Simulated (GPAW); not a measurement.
The system is Sb.

```
Sb
1.0
    -1.87134    1.87134    1.87134
     1.87134   -1.87134    1.87134
     1.87134    1.87134   -1.87134
Sb
1
Direct
  0.00000 0.00000 0.00000
```

This isn't the form of Sb at room conditions, which is rhombohedral.

Base run:

```yaml
Program: GPAW 26.7.0
Functional: PBE
Potentials_or_basis: GPAW PAW data sets (gpaw-data 1.2.1)
Cutoff: 450 eV
Basis: pw
k_mesh: 8 × 8 × 8
Occupations: fermi-dirac, width 0.05 eV
Spin: no spin polarisation
```

Its results: band gap on the k mesh none (metal or under the smearing width); pressure -0.1 GPa.

**Question.** The run is repeated on the same cell with these changes: functional from PBE to r2SCAN. What comes out?

**Answer.** Band gap on the k mesh none (metal or under the smearing width); pressure -0.7 GPa.

Caveats: the cutoff is short for stress and forces, so pressures can be off by a GPa or more; the PAW data sets were made with another functional, which shifts forces and pressure a little (some runs).
